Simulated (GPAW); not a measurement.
# Hf2C(OH)2 MXene monolayer: work function by functional and basis, part 2 of 2

Aim: the work function of both faces of Hf2C(OH)2 MXene monolayer, and its spread over functionals and bases.

GPAW 26.7.0; GPAW, PAW setups; layer in a repeated cell with vacuum, relaxation of atoms and in-plane cell (the session's first sound run).

So far, upper work function (eV): step 3 (plane waves, PBE) 2.38; step 4 (GPAW, PAW setups) 3.03; step 5 (LDA) 2.56; step 6 (revPBE) 2.26; step 7 (RPBE) 2.26.

## Step 8: OptPBE vdW: xc = "optPBE-vdW"

Level of this step: GPAW, PAW setups; slab in vacuum (GPAW).

The same geometry under optPBE-vdW, to see how far the functional moves the levels against the vacuum (the van der Waals functionals take revPBE setups).

Contents of run.py:

```python
import json
import numpy as np
from ase import Atoms
from gpaw import GPAW, PW

slab = Atoms(
    ['H', 'O', 'Hf', 'C', 'Hf', 'O', 'H'],
    positions=[
        [-0.00000, 1.88132, 7.00000],
        [-0.00000, 1.88132, 7.97891],
        [1.62927, 0.94066, 9.33394],
        [-0.00000, 0.00000, 10.56007],
        [-0.00000, 1.88132, 11.78622],
        [1.62927, 0.94066, 13.14125],
        [1.62927, 0.94066, 14.12016]],
    cell=[[3.25853, -0.0, 0.0], [-1.62927, 2.82198, 0.0], [0.0, 0.0, 21.1202]],
    pbc=[True, True, False])

slab.calc = GPAW(mode=PW(500), xc='optPBE-vdW', kpts={'size': (12, 12, 1), 'gamma': True},
                 occupations={'name': 'fermi-dirac', 'width': 0.05}, nbands='160%',
                 convergence={'density': 1e-05}, maxiter=200,
                 poissonsolver={'dipolelayer': 'xy'},
                 symmetry={'tolerance': 1e-3}, txt='slab.txt')
result = {}
energy = slab.get_potential_energy()
fermi = slab.calc.get_fermi_level()
v = slab.calc.get_electrostatic_potential().mean((0, 1)) - fermi
n = slab.calc.get_pseudo_density().mean((0, 1))
L = slab.cell[2, 2]
z = np.arange(len(v)) * L / len(v)
low, high = slab.positions[:, 2].min(), slab.positions[:, 2].max()
below, above = np.interp([low - 4.8, high + 4.8], z, v)
slopes = [np.interp(x, z, np.gradient(v, z)) for x in (low - 4.8, high + 4.8)]
eps = np.array([[slab.calc.get_eigenvalues(k, s) for k in range(len(slab.calc.get_ibz_k_points()))]
                for s in range(slab.calc.get_number_of_spins())]) - fermi
top, bottom = eps[eps < 0].max(), eps[eps > 0].min()
dipole = slab.get_dipole_moment()[2]
print(f'energy {energy:.4f} eV, Fermi level {fermi:.4f} eV, dipole {dipole:.5f} e A')
print(f'potential 4.8 A off the faces, from the Fermi level: lower {below:.4f} eV, upper {above:.4f} eV')
print(f'slope of the potential there: lower {slopes[0]:.5f}, upper {slopes[1]:.5f} eV/A')
print(f'nearest levels on the mesh: {top:.4f} and {bottom:.4f} eV')
print('magnetic moment', round(slab.get_magnetic_moment(), 3))
result.update(energy=energy, fermi=fermi, dipole=dipole, below=below, above=above, slopes=slopes, edges=[top, bottom],
              z=z.tolist(), v=v.tolist(), n=n.tolist(), positions=slab.positions.tolist(),
              forces=slab.get_forces(apply_constraint=False).tolist(), moments=slab.get_magnetic_moments().tolist())
json.dump(result, open('result.json', 'w'))
```

The run is started by

```bash
> OMP_NUM_THREADS=1 OPENBLAS_NUM_THREADS=1 python run.py
```

Log:

```text
energy -90.9008 eV, Fermi level 2.0017 eV, dipole -0.00086 e A
potential 4.8 A off the faces, from the Fermi level: lower 2.6458 eV, upper 2.6590 eV
slope of the potential there: lower -0.01222, upper 0.01222 eV/A
nearest levels on the mesh: -0.0235 and 0.0031 eV
magnetic moment 0.0
```

Run time: 2.6 min. Hardware: 1 thread of Intel Xeon Platinum 8259CL at 2.50GHz (Skylake/Cascade Lake), shared host; peak memory 0.46 GiB.

Numbers from this step:

| Item | Value |
| --- | --- |
| dipole along the normal | -8.57e-4 e·Å |
| levels nearest the Fermi level on the mesh | -0.02350, 0.003083 eV from the Fermi level |
| upper work function | 2.659 eV |
| lower work function | 2.646 eV |

The upper face's work function is 2.659 eV, against 2.383 eV in the first plane-wave PBE run at this geometry.

## Step 9: Real-space grid: mode = "fd"

A real-space grid is a second complete basis, so it checks the plane-wave result.

run.py, as its differences from that of step 8:

```diff
@@ -3,3 +3,3 @@
 from ase import Atoms
-from gpaw import GPAW, PW
+from gpaw import GPAW
 
@@ -18,3 +18,3 @@
 
-slab.calc = GPAW(mode=PW(500), xc='optPBE-vdW', kpts={'size': (12, 12, 1), 'gamma': True},
+slab.calc = GPAW(mode='fd', h=0.18, xc='PBE', kpts={'size': (12, 12, 1), 'gamma': True},
                  occupations={'name': 'fermi-dirac', 'width': 0.05}, nbands='160%',
```

Log:

```text
energy -51.5240 eV, Fermi level -2.3422 eV, dipole -0.00069 e A
potential 4.8 A off the faces, from the Fermi level: lower 2.3325 eV, upper 2.3457 eV
slope of the potential there: lower -0.00683, upper 0.00683 eV/A
nearest levels on the mesh: -0.0237 and 0.0037 eV
magnetic moment 0.0
```

It took 6.2 min on 1 thread; peak memory 0.65 GiB.

Numbers from this step:

- dipole along the normal: -6.91e-4 e·Å
- levels nearest the Fermi level on the mesh: -0.02367, 0.003700 eV from the Fermi level
- upper work function: 2.346 eV
- lower work function: 2.332 eV

The electrostatic potential energy of an electron (without an applied field's), less the Fermi level, planar mean by z:

| z (Å) | electrostatic potential energy of an electron (without an applied field's), less the Fermi level, planar mean (eV) |
| --- | --- |
| 0.0 | 2.34 |
| 0.5 | 2.34 |
| 1.0 | 2.34 |
| 1.5 | 2.34 |
| 2.0 | 2.33 |
| 2.5 | 2.33 |
| 3.0 | 2.32 |
| 3.5 | 2.30 |
| 4.0 | 2.26 |
| 4.5 | 2.19 |
| 5.0 | 2.04 |
| 5.5 | 1.79 |
| 6.0 | 1.34 |
| 6.5 | 0.433 |
| 7.0 | -1.35 |
| 7.5 | -1.51 |
| 8.0 | -10.2 |
| 8.5 | -6.92 |
| 9.0 | -17.5 |
| 9.5 | -21.0 |
| 10.0 | -9.62 |
| 10.5 | -11.6 |
| 11.0 | -8.61 |
| 11.5 | -18.4 |
| 12.0 | -20.4 |
| 12.5 | -8.35 |
| 13.0 | -9.36 |
| 13.5 | -3.20 |
| 14.0 | -1.03 |
| 14.5 | 0.0729 |
| 15.0 | 1.19 |
| 15.5 | 1.71 |
| 16.0 | 2.01 |
| 16.5 | 2.17 |
| 17.0 | 2.26 |
| 17.5 | 2.31 |
| 18.0 | 2.33 |
| 18.5 | 2.34 |
| 19.0 | 2.35 |
| 19.5 | 2.35 |
| 20.0 | 2.35 |
| 20.5 | 2.35 |
| 21.0 | 2.35 |

The upper face's work function is 2.346 eV, against 2.383 eV in the first plane-wave PBE run at this geometry.

## Step 10: Atomic orbitals: mode = "lcao"

Atom-centred orbitals end a few angstrom from the surface, which tests how much the density's tail matters.

run.py, as its differences from that of step 9:

```diff
@@ -18,4 +18,4 @@
 
-slab.calc = GPAW(mode='fd', h=0.18, xc='PBE', kpts={'size': (12, 12, 1), 'gamma': True},
-                 occupations={'name': 'fermi-dirac', 'width': 0.05}, nbands='160%',
+slab.calc = GPAW(mode='lcao', basis='dzp', h=0.18, xc='PBE', kpts={'size': (12, 12, 1), 'gamma': True},
+                 occupations={'name': 'fermi-dirac', 'width': 0.05}, nbands='120%',
                  convergence={'density': 1e-05}, maxiter=200,
```

Log:

```text
energy -48.7319 eV, Fermi level -1.2307 eV, dipole -0.00069 e A
potential 4.8 A off the faces, from the Fermi level: lower 1.2241 eV, upper 1.2373 eV
slope of the potential there: lower 0.00000, upper 0.00000 eV/A
nearest levels on the mesh: -0.0032 and 0.0209 eV
magnetic moment 0.0
```

The job ended after 14 min (1 thread; peak memory 0.33 GiB).

Numbers from this step:

- dipole along the normal: -6.92e-4 e·Å
- levels nearest the Fermi level on the mesh: -0.003221, 0.02091 eV from the Fermi level
- upper work function: 1.237 eV
- lower work function: 1.224 eV

Electrostatic potential energy of an electron (without an applied field's), less the Fermi level, planar mean against z:

| z (Å) | electrostatic potential energy of an electron (without an applied field's), less the Fermi level, planar mean (eV) |
| --- | --- |
| 0.0 | 1.23 |
| 0.5 | 1.22 |
| 1.0 | 1.22 |
| 1.5 | 1.22 |
| 2.0 | 1.22 |
| 2.5 | 1.22 |
| 3.0 | 1.22 |
| 3.5 | 1.22 |
| 4.0 | 1.22 |
| 4.5 | 1.22 |
| 5.0 | 1.20 |
| 5.5 | 1.12 |
| 6.0 | 0.892 |
| 6.5 | 0.208 |
| 7.0 | -1.44 |
| 7.5 | -1.51 |
| 8.0 | -10.2 |
| 8.5 | -7.01 |
| 9.0 | -17.6 |
| 9.5 | -21.1 |
| 10.0 | -9.72 |
| 10.5 | -11.7 |
| 11.0 | -8.70 |
| 11.5 | -18.5 |
| 12.0 | -20.5 |
| 12.5 | -8.46 |
| 13.0 | -9.39 |
| 13.5 | -3.20 |
| 14.0 | -1.10 |
| 14.5 | -0.110 |
| 15.0 | 0.803 |
| 15.5 | 1.10 |
| 16.0 | 1.20 |
| 16.5 | 1.23 |
| 17.0 | 1.24 |
| 17.5 | 1.24 |
| 18.0 | 1.24 |
| 18.5 | 1.24 |
| 19.0 | 1.24 |
| 19.5 | 1.24 |
| 20.0 | 1.24 |
| 20.5 | 1.24 |
| 21.0 | 1.24 |

The upper face's work function is 1.237 eV, against 2.383 eV in the first plane-wave PBE run at this geometry.

## Step 11: The ladder

Times are for 1 thread of Intel Xeon Platinum 8259CL at 2.50GHz (Skylake/Cascade Lake), shared host. Results by setting:

| no. | run | upper work function (eV) | lower work function (eV) | time | memory (GiB) |
| --- | --- | --- | --- | --- | --- |
| 1 | pw | 2.383 | 2.369 | 2.1 min | 0.27 |
| 2 | vdW DF2 | 3.034 | 3.020 | 3 min | 0.46 |
| 3 | LDA | 2.557 | 2.544 | 2 min | 0.27 |
| 4 | revPBE | 2.257 | 2.244 | 2 min | 0.27 |
| 5 | RPBE | 2.262 | 2.249 | 2.3 min | 0.27 |
| 6 | optPBE vdW | 2.659 | 2.646 | 2.6 min | 0.46 |
| 7 | fd | 2.346 | 2.332 | 6.2 min | 0.65 |
| 8 | lcao | 1.237 | 1.224 | 14 min | 0.33 |

## Step 12: Side by side

Results and costs are gathered.

This step: comparison of work functions, dipole and cost (GPAW 26.7.0).

Ladder, by row:

| step | code | work function, upper (eV) | work function, lower (eV) | dipole (e Å) | wall time (s) | peak memory (GiB) | threads |
| --- | --- | --- | --- | --- | --- | --- | --- |
| pw | GPAW | 2.383 | 2.369 | -8.58e-4 | 123.6 | 0.27 | 1 |
| vdW-DF2 | GPAW | 3.034 | 3.02 | -8.58e-4 | 179 | 0.46 | 1 |
| LDA | GPAW | 2.557 | 2.544 | -8.57e-4 | 118.5 | 0.27 | 1 |
| revPBE | GPAW | 2.257 | 2.244 | -8.58e-4 | 122 | 0.27 | 1 |
| RPBE | GPAW | 2.262 | 2.249 | -8.58e-4 | 137.2 | 0.27 | 1 |
| optPBE-vdW | GPAW | 2.659 | 2.646 | -8.57e-4 | 155.5 | 0.46 | 1 |
| fd | GPAW | 2.346 | 2.332 | -6.91e-4 | 369.3 | 0.65 | 1 |
| lcao | GPAW | 1.237 | 1.224 | -6.92e-4 | 867.6 | 0.33 | 1 |

## Step 13: A changed run

One more run, with changed settings.

This step: GPAW, PAW setups; slab in vacuum (GPAW 26.7.0).

run.py, as its differences from that of step 10:

```diff
@@ -3,3 +3,3 @@
 from ase import Atoms
-from gpaw import GPAW
+from gpaw import GPAW, PW
 
@@ -18,5 +18,5 @@
 
-slab.calc = GPAW(mode='lcao', basis='dzp', h=0.18, xc='PBE', kpts={'size': (12, 12, 1), 'gamma': True},
-                 occupations={'name': 'fermi-dirac', 'width': 0.05}, nbands='120%',
-                 convergence={'density': 1e-05}, maxiter=200,
+slab.calc = GPAW(mode=PW(500), xc='PBE', kpts={'size': (12, 12, 1), 'gamma': True},
+                 occupations={'name': 'fermi-dirac', 'width': 0.05}, nbands='160%',
+                 convergence={'density': 1e-05}, maxiter=3,
                  poissonsolver={'dipolelayer': 'xy'},
```

Log:

```text
gpaw.KohnShamConvergenceError
```

Run time: 31 s. Hardware: 1 thread; peak memory 0.27 GiB.

The run stopped without converging, so none of its numbers is a property of the system.

The fault put into the input: too few SCF iterations (maxiter = 3).

## Step 14: Summary of results

- work function, upper and lower face: 2.383 and 2.369 eV
- dipole along the normal: -8.6e-4 e Å, near the numerical noise

In words: With plane waves and PBE the work function is 2.38 eV on the upper face and 2.37 eV on the lower. Over the sound runs of the table the upper face's work function spans 1.237 (lcao) to 3.034 eV (vdW-DF2). Atomic orbitals miss the plane-wave value by -1.1 eV, since they describe the tail of the density in the vacuum poorly. The small printed dipole stands for a step of 17 meV from the lower to the upper face, and the probes find 13 meV; values this small are near the numerical noise of both. The layer's cell and atoms come from the relaxation; spin-orbit coupling and temperature are left out.

[Logs are printed without paths, hosts, clocks, repeated set-up lines and the standing remarks that a program may print on its own settings, such as how far it seeks lower states.]

[Hosts, paths, dates, database ids (printed as entryN), source tags and the programs' standing remarks are cut or masked in the printed files.]
